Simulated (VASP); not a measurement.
# InSe (P6_3/mmc) in VASP: reference runs

Reference runs on InSe: the cell as given and a disturbed copy.

All numbers are computed with VASP 6.6.1; they aren't measurements. Logs are shortened: lines on timing, memory, paths and dates and some standing lists are left out, and cuts for length are marked.

### 1 Starting point

It takes space group P6_3/mmc (No. 194, hexagonal). The conventional cell has a = 4.050 Å, b = 4.050 Å, c = 16.930 Å, α = 90.00°, β = 90.00°, γ = 120.00°. In (site symmetry 3m) is surrounded by 3 Se at 2.52 Å. Se (site symmetry 3m) is surrounded by 3 In at 2.52 Å.

### 2 Single point, PBE

Contents of INCAR:

```
PREC = Accurate ; ENCUT = 520
EDIFF = 1E-7 ; ISMEAR = -1
SIGMA = 0.05 ; LREAL = F
LASPH = T ; NELM = 100
ALGO = Normal ; ISIF = 2
LWAVE = F ; LCHARG = T
GGA = PE ; LELF = T
LVHAR = T ; NBANDS = 48
```

Contents of KPOINTS:

```
Automatic mesh
0
Gamma
  8 8 2
```

Contents of POSCAR:

```
InSe
1.0
    4.0500000000      0.0000000000      0.0000000000
   -2.0250000000      3.5074028853      0.0000000000
    0.0000000000      0.0000000000     16.9300000000
In Se
4 4
Direct
    0.6666666667      0.3333333333      0.8430000000
    0.3333333333      0.6666666667      0.3430000000
    0.6666666667      0.3333333333      0.6570000000
    0.3333333333      0.6666666667      0.1570000000
    0.6666666667      0.3333333333      0.3980000000
    0.3333333333      0.6666666667      0.8980000000
    0.6666666667      0.3333333333      0.1020000000
    0.3333333333      0.6666666667      0.6020000000
```

Potentials or basis: VASP PAW PBE potentials, release 64 (In_d, Se).

The run is started by

```bash
$ cat potpaw_PBE.64/In_d/POTCAR potpaw_PBE.64/Se/POTCAR > POTCAR
$ mpirun -np 1 vasp_std > vasp.out
```

OUTCAR:

```text
PREC = Accurate
   ENCUT = 520
   EDIFF = 1E-7
   ISMEAR = -1
   LREAL = F
   LASPH = T
   NELM = 100
   ISIF = 2
   GGA = PE

 ion  position               nearest neighbor table
   1  0.667  0.333  0.843-   6 2.52   6 2.52   6 2.52   3 3.15
   2  0.333  0.667  0.343-   5 2.52   5 2.52   5 2.52   4 3.15
   3  0.667  0.333  0.657-   8 2.52   8 2.52   8 2.52   1 3.15
   4  0.333  0.667  0.157-   7 2.52   7 2.52   7 2.52   2 3.15
   5  0.667  0.333  0.398-   2 2.52   2 2.52   2 2.52
   6  0.333  0.667  0.898-   1 2.52   1 2.52   1 2.52
   7  0.667  0.333  0.102-   4 2.52   4 2.52   4 2.52
   8  0.333  0.667  0.602-   3 2.52   3 2.52   3 2.52

  LATTYP: Found a hexagonal cell.
 ALAT       =     4.0500000000
 C/A-ratio  =     4.1802469136

  Lattice vectors:

 A1 = (   4.0500000000,   0.0000000000,   0.0000000000)
 A2 = (  -2.0250000000,   3.5074028853,   0.0000000000)
 A3 = (   0.0000000000,   0.0000000000,  16.9300000000)

Analysis of symmetry for initial positions (statically):
=====================================================================
 Subroutine PRICEL returns:
 Original cell was already a primitive cell.

 Routine SETGRP: Setting up the symmetry group for a
 hexagonal supercell.

 Subroutine GETGRP returns: Found 24 space group operations
 (whereof 12 operations were pure point group operations)
 out of a pool of 24 trial point group operations.

The static configuration has the point symmetry D_3d.
 The point group associated with its full space group is D_6h.

Analysis of symmetry for dynamics (positions and initial velocities):
=====================================================================
 Subroutine PRICEL returns:
 Original cell was already a primitive cell.

 Routine SETGRP: Setting up the symmetry group for a
 hexagonal supercell.

 Subroutine GETGRP returns: Found 24 space group operations
 (whereof 12 operations were pure point group operations)
 out of a pool of 24 trial point group operations.

The dynamic configuration has the point symmetry D_3d.
 The point group associated with its full space group is D_6h.

 Subroutine INISYM returns: Found 24 space group operations
 (whereof 12 operations are pure point group operations),
 and found     1 'primitive' translations

----------------------------------------------------------------------------------------

                                     Primitive cell

  volume of cell :     240.4903

  direct lattice vectors                    reciprocal lattice vectors
     4.050000000  0.000000000  0.000000000     0.246913580  0.142555622  0.000000000
    -2.025000000  3.507402885  0.000000000     0.000000000  0.285111244  0.000000000
     0.000000000  0.000000000 16.930000000     0.000000000  0.000000000  0.059066745

  length of vectors
     4.050000000  4.050000000 16.930000000     0.285111244  0.285111244  0.059066745

  position of ions in fractional coordinates (direct lattice)
     0.666666667  0.333333333  0.843000000
     0.333333333  0.666666667  0.343000000
     0.666666667  0.333333333  0.657000000
     0.333333333  0.666666667  0.157000000
     0.666666667  0.333333333  0.398000000
     0.333333333  0.666666667  0.898000000
     0.666666667  0.333333333  0.102000000
     0.333333333  0.666666667  0.602000000

  ion indices of the primitive-cell ions
   primitive index   ion index
                 1           1
                 2           2
                 3           3
                 4           4
                 5           5
                 6           6
                 7           7
                 8           8

----------------------------------------------------------------------------------------

 KPOINTS: Automatic mesh

Automatic generation of k-mesh.
 Grid dimensions read from file:
 generate k-points for:    8    8    2

 Generating k-lattice:

  Cartesian coordinates                     Fractional coordinates (reciprocal lattice)
     0.030864198  0.017819453  0.000000000     0.125000000 -0.000000000  0.000000000
     0.000000000  0.035638906  0.000000000     0.000000000  0.125000000  0.000000000
     0.000000000  0.000000000  0.029533373     0.000000000  0.000000000  0.500000000

  Length of vectors
     0.035638906  0.035638906  0.029533373

  Shift w.r.t. Gamma in fractional coordinates (k-lattice)
     0.000000000  0.000000000  0.000000000

 Subroutine IBZKPT returns following result:
 ===========================================

 Found     20 irreducible k-points:

 Following reciprocal coordinates:
            Coordinates               Weight
  0.000000  0.000000  0.000000      1.000000
  0.125000  0.000000  0.000000      6.000000
  0.250000  0.000000  0.000000      6.000000
  0.375000  0.000000  0.000000      6.000000
  0.500000  0.000000  0.000000      3.000000
  0.125000  0.125000  0.000000      6.000000
[... 12 lines left out ...]
  0.250000  0.250000  0.500000      6.000000
  0.375000  0.250000  0.500000      6.000000
   k-points           NKPTS =     20   k-points in BZ     NKDIM =     20   number of bands    NBANDS=     48
   number of dos      NEDOS =    301   number of ions     NIONS =      8
   total plane-waves  NPLWV = 113400
   dimension x,y,z NGX =    30 NGY =   30 NGZ =  126
   dimension x,y,z NGXF=    60 NGYF=   60 NGZF=  252
   ions per type =               4   4
   NGX,Y,Z   is equivalent  to a cutoff of  12.31, 12.31, 12.37 a.u.
   NGXF,Y,Z  is equivalent  to a cutoff of  24.63, 24.63, 24.75 a.u.
 SYSTEM =  unknown system
   PREC   = accura    normal or accurate (medium, high low for compatibility)
   ISTART =      0    job   : 0-new  1-cont  2-samecut
   ICHARG =      2    charge: 1-file 2-atom 10-const
   ISPIN  =      1    spin polarized calculation?
   LNONCOLLINEAR =      F non collinear calculations
   LSORBIT =      F    spin-orbit coupling
   LASPH  =      T    aspherical Exc in radial PAW
   ENCUT  =  520.0 eV  38.22 Ry    6.18 a.u.   7.53  7.53 31.48*2*pi/ulx,y,z
   NELM   =    100;   NELMIN=  2; NELMDL= -5     # of ELM steps
   EDIFF  = 0.1E-06   stopping-criterion for ELM
   LREAL  =      F    real-space projection
   EDIFFG = 0.1E-05   stopping-criterion for IOM
   NSW    =      0    number of steps for IOM
   IBRION =     -1    ionic relax: 0-MD 1-quasi-New 2-CG
   NFREE  =      0    steps in history (QN), initial steepest desc. (CG)
   ISIF   =      2    stress and relaxation
   ISYM   =      2    0-nonsym 1-usesym 2-fastsym
   POTIM  = 0.5000    time-step for ionic-motion
   TEBEG  =    0.0;   TEEND  =   0.0 temperature during run
   PSTRESS=    0.0 pullay stress
   NELECT =      76.0000    total number of electrons
   NUPDOWN=      -1.0000    fix difference up-down
   EMIN   =  10.00;   EMAX   =-10.00  energy-range for DOS
   EFERMI =   0.00;   METHOD = LEGACY
   ISMEAR =    -1;   SIGMA  =   0.05  broadening in eV -4-tet -1-fermi 0-gaus
   EFERMI_NEDOS =   21; number of points for ismear=-14 and -15
   IALGO  =     38    algorithm
   IMIX   =      4    mixing-type and parameters
     AMIX     =   0.40;   BMIX     =  1.00
     AMIX_MAG =   1.60;   BMIX_MAG =  1.00
  volume/ion in A,a.u.               =      30.06       202.86
  Fermi-wavevector in a.u.,A,eV,Ry     =   1.115099  2.107232 16.918111  1.243446
  Thomas-Fermi vector in A             =   2.251701
   LORBIT       =      0    0 simple, 1 ext, 2 COOP (PROOUT), +10 PAW based schemes
   GGA     = PE    functional components
   LHFCALC =     F    Hartree Fock is set to
   AEXX    =    0.0000 exact exchange contribution
   IVDW    =     0    specifies the selected vdW correction
   LEPSILON=     F    determine dielectric tensor
   LRPA    =     F    only Hartree local field effects (RPA)
 non-spin polarized calculation
  energy-cutoff  :      520.00
  volume of cell :      240.49
 maximum number of plane-waves:      6518
   NGX = 15   NGY = 15   NGZ = 63

 number of electron      76.0000004 magnetization

 Free energy of the ion-electron system (eV)
  ---------------------------------------------------
  ext. energy  EPLUGINS =         0.00000000
  ---------------------------------------------------
  free energy    TOTEN  =       -26.50701804 eV

  energy without entropy =      -26.50448437  energy(sigma->0) =      -26.50575120

 E-fermi :   4.3703     XC(G=0):  -8.6739

 val. band max:        4.2885184871   @ k =   0.1250   0.0000   0.0000
 cond. band min:       4.5592616462   @ k =   0.0000   0.0000   0.5000
 fundamental gap:      0.2707431591
 Fermi energy:         4.3702542401

 k-point     1 :       0.0000    0.0000    0.0000
  band No.  band energies     occupation
      1     -11.0006      2.00000
      2     -10.9894      2.00000
      3     -10.9007      2.00000
      4     -10.8832      2.00000
      5     -10.8037      2.00000
      6     -10.8037      2.00000
[... 40 lines left out ...]
     47       8.7052      0.00000
     48       8.7055      0.00000

 k-point     2 :       0.1250    0.0000    0.0000
  band No.  band energies     occupation
      1     -11.0786      2.00000
      2     -11.0663      2.00000
      3     -11.0281      2.00000
      4     -11.0132      2.00000
      5     -10.7913      2.00000
      6     -10.7909      2.00000
[... 40 lines left out ...]
     47       8.5309      0.00000
     48       8.5459      0.00000

 k-point     3 :       0.2500    0.0000    0.0000
  band No.  band energies     occupation
      1     -11.2009      2.00000
      2     -11.1894      2.00000
      3     -11.1715      2.00000
      4     -11.1588      2.00000
      5     -10.7629      2.00000
      6     -10.7625      2.00000
[... 856 lines left out ...]
     47       9.0292      0.00000
     48       9.0292      0.00000

 k-point    20 :       0.3750    0.2500    0.5000
  band No.  band energies     occupation
      1     -11.3236      2.00000
      2     -11.3236      2.00000
      3     -11.3044      2.00000
      4     -11.3044      2.00000
      5     -10.7384      2.00000
      6     -10.7384      2.00000
[... 40 lines left out ...]
     47       8.9623      0.00000
     48       8.9623      0.00000

------------------------ aborting loop because EDIFF is reached ----------------------------------------

  FORCE on cell =-STRESS in cart. coord.  units (eV):
  Direction    XX          YY          ZZ          XY          YZ          ZX
  --------------------------------------------------------------------------------------
  -------------------------------------------------------------------------------------
  Total       15.8362678     15.8362678      2.8098576      0.0000000      0.0000000      0.0000000
  in kB      105.5032365    105.5032365     18.7196295      0.0000000      0.0000000      0.0000000
  external PRESSURE =      76.5753675 kB  Pullay stress =       0.0000000 kB

 VOLUME and BASIS-vectors are now :
 -----------------------------------------------------------------------------
  energy-cutoff  :      520.00
  volume of cell :      240.49
      direct lattice vectors                 reciprocal lattice vectors
     4.050000000  0.000000000  0.000000000     0.246913580  0.142555622  0.000000000
    -2.025000000  3.507402885  0.000000000     0.000000000  0.285111244  0.000000000
     0.000000000  0.000000000 16.930000000     0.000000000  0.000000000  0.059066745

 POSITION                                       TOTAL-FORCE (eV/Angst)
 -----------------------------------------------------------------------------------
      2.02500      1.16913     14.27199         0.000000     -0.000000     -2.893439
     -0.00000      2.33827      5.80699        -0.000000     -0.000000     -2.893439
      2.02500      1.16913     11.12301         0.000000      0.000000      2.893439
     -0.00000      2.33827      2.65801        -0.000000     -0.000000      2.893439
      2.02500      1.16913      6.73814        -0.000000      0.000000      2.021564
     -0.00000      2.33827     15.20314        -0.000000     -0.000000      2.021564
      2.02500      1.16913      1.72686         0.000000     -0.000000     -2.021564
     -0.00000      2.33827     10.19186         0.000000     -0.000000     -2.021564
 -----------------------------------------------------------------------------------
    total drift:                               -0.000000     -0.000000      0.000000

  FREE ENERGIE OF THE ION-ELECTRON SYSTEM (eV)
  ---------------------------------------------------
  free  energy   TOTEN  =       -26.5070180398 eV

  energy  without entropy=      -26.5044843685  energy(sigma->0) =      -26.50575120
```

It took 5.8 min on 1 thread of AMD EPYC 7R43 (Zen 3), shared host; peak memory 0.38 GiB.

Results:

```
Free energy            : -26.5070 eV
Pressure               : 7.7 GPa
Largest force          : 2.893 eV/Å
Band gap on the k mesh : none (metal or under the smearing width)
```

Forces on the atoms (eV/Å):
```
In   0.000  0.000 -2.893
In   0.000  0.000 -2.893
In   0.000  0.000  2.893
In   0.000  0.000  2.893
Se   0.000  0.000  2.022
Se   0.000  0.000  2.022
Se   0.000  0.000 -2.022
Se   0.000  0.000 -2.022
```

Levels at points of the mesh, in eV from the Fermi level:
| k point | band 34 | band 35 | band 36 | band 37 | band 38 | band 39 | band 40 | band 41 | band 42 | band 43 |
| --- | --- | --- | --- | --- | --- | --- | --- | --- | --- | --- |
| (0.00, 0.00, 0.00) | -2.31 | -2.25 | -2.25 | -1.44 | -0.46 | -0.15 | 0.32 | 1.14 | 1.49 | 3.69 |
| (0.50, 0.00, 0.00) | -3.28 | -3.03 | -2.66 | -1.58 | -1.09 | 0.85 | 1.01 | 1.26 | 1.34 | 2.93 |
| (0.00, 0.00, 0.50) | -2.27 | -2.27 | -2.27 | -1.04 | -1.04 | 0.19 | 0.19 | 1.31 | 1.31 | 3.76 |
| (0.50, 0.00, 0.50) | -3.39 | -2.79 | -2.79 | -1.34 | -1.34 | 1.08 | 1.08 | 1.16 | 1.16 | 2.90 |

Caveat: this functional lacks dispersion, which binds the layers, so the pressure and a relaxed spacing across them are unreliable; forces of over 1 eV/Å show positions far from the minimum, so gaps and moduli don't describe the material at rest.

### 3 Single point, PBE (atoms moved at random, drawn with an rms of 0.05 Å)

Contents of INCAR:

```
SYSTEM = InSe
PREC = Accurate ; ENCUT = 520
EDIFF = 1E-7 ; ISMEAR = -1
SIGMA = 0.05 ; LREAL = .FALSE.
LASPH = .TRUE. ; NELM = 60
ALGO = Normal ; ISIF = 2
LWAVE = .FALSE. ; LCHARG = .FALSE.
GGA = PE ; NBANDS = 48
```

Contents of KPOINTS:

```
Automatic mesh
0
G
  8 8 2
  0 0 0
```

Contents of POSCAR:

```
InSe
1.0
    4.0500000000      0.0000000000      0.0000000000
   -2.0250000000      3.5074028853      0.0000000000
    0.0000000000      0.0000000000     16.9300000000
In Se
4 4
Direct
    0.6581760000      0.3178450000      0.8420470000
    0.3070500000      0.6465450000      0.3432950000
    0.6695810000      0.3381450000      0.6604510000
    0.3297570000      0.6625550000      0.1571450000
    0.6682210000      0.3342920000      0.3955820000
    0.3428560000      0.6581370000      0.8947300000
    0.6561460000      0.3311770000      0.1021990000
    0.3258260000      0.6660890000      0.6027020000
```

Potentials or basis: VASP PAW PBE potentials, release 64 (In_d, Se).

The run is started by

```bash
$ cat potpaw_PBE.64/In_d/POTCAR potpaw_PBE.64/Se/POTCAR > POTCAR
$ mpirun -np 1 vasp_std > vasp.out
```

It took 20 min on 1 thread of AMD EPYC 7R43 (Zen 3), shared host; peak memory 0.67 GiB.

It converged, with:

* Free energy: -26.3793 eV
* Pressure: 8.1 GPa
* Largest force: 3.390 eV/Å
* Band gap on the k mesh: none (metal or under the smearing width)

Forces in eV/Å, atoms in the order of the input:
```
In   0.574  0.239 -2.955
In   0.905  0.806 -3.166
In  -0.282 -0.199  2.573
In  -0.326  0.075  2.920
Se  -0.897 -0.787  2.308
Se  -0.606 -0.201  2.231
Se   0.322 -0.094 -2.060
Se   0.310  0.162 -1.852
```

Stress tensor (GPa, compression positive):
```
11.64  0.12 -1.31
 0.12 10.42 -0.53
-1.31 -0.53  2.28
```

Levels at points of the mesh, in eV from the Fermi level:
```tsv
k point	band 34	band 35	band 36	band 37	band 38	band 39	band 40	band 41	band 42	band 43
(0.00, 0.00, 0.00)	-2.24	-2.20	-2.12	-1.42	-0.44	-0.17	0.29	1.20	1.53	3.59
(0.50, 0.00, 0.00)	-3.27	-2.98	-2.63	-1.58	-1.12	0.89	1.00	1.32	1.38	2.97
(0.00, 0.50, 0.00)	-3.28	-2.99	-2.63	-1.57	-1.05	0.86	1.00	1.21	1.35	2.96
(0.50, 0.50, 0.00)	-3.27	-2.96	-2.64	-1.59	-1.10	0.88	1.04	1.23	1.39	2.97
(0.00, 0.00, 0.50)	-2.23	-2.21	-2.12	-1.04	-0.99	0.14	0.19	1.35	1.38	3.61
(0.50, 0.00, 0.50)	-3.27	-2.77	-2.75	-1.39	-1.33	0.98	1.12	1.25	1.26	2.90
(0.00, 0.50, 0.50)	-3.30	-2.77	-2.76	-1.42	-1.22	0.99	1.11	1.16	1.19	2.94
(0.50, 0.50, 0.50)	-3.30	-2.80	-2.74	-1.43	-1.28	1.06	1.09	1.21	1.22	2.93
```
